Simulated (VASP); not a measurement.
Input of a VASP 6.6.1 run:

Contents of INCAR:

```
SYSTEM = In
PREC = Accurate ; ENCUT = 520
EDIFF = 1E-6 ; ISMEAR = 1
SIGMA = 0.1 ; LREAL = .False.
LASPH = .True. ; NELM = 60
ALGO = Normal ; ISIF = 2
LWAVE = .False. ; LCHARG = .False.
GGA = PE ; ICORELEVEL = 1
KPAR = 4
```

KPOINTS

```
Automatic mesh
0
Gamma
  6 4 5
  0 0 0
```

The input POSCAR:

```
In
1.0
   -1.6254700000      1.6254700000      7.4211000000
    6.5018800000     -6.5018800000      0.0000000000
    4.8764100000      4.8764100000     -7.4211000000
In
18
Direct
    0.0000000000      0.5000000000      0.0000000000
    1.0000000000      0.5000000000      0.3333333333
    0.0000000000      0.5000000000      0.6666666667
    0.3333333333      0.8333333333      0.0000000000
    0.3333333333      0.8333333333      0.3333333333
    0.3333333333      0.8333333333      0.6666666667
    0.0000000000      0.0000000000      0.0000000000
    0.0000000000      0.0000000000      0.3333333333
    0.0000000000      0.0000000000      0.6666666667
    0.3333333333      0.3333333333      0.0000000000
    0.3333333333      0.3333333333      0.3333333333
    0.3333333333      0.3333333333      0.6666666667
    0.6666666667      0.6666666667      1.0000000000
    0.6666666667      0.6666666667      0.3333333333
    0.6666666667      0.6666666667      0.6666666667
    0.6666666667      0.1666666667      0.0000000000
    0.6666666667      0.1666666667      0.3333333333
    0.6666666667      0.1666666667      0.6666666667
```

Potentials or basis: VASP PAW PBE potentials, release 64 (In_d).

Run with:

```bash
$ cat potpaw_PBE.64/In_d/POTCAR > POTCAR
$ mpirun -np 4 vasp_std > vasp.out
```

(1) Estimate the band gap on the k mesh.

(2) Estimate the pressure.

Results:

(1) none (metal or under the smearing width).

(2) 1.9 GPa.
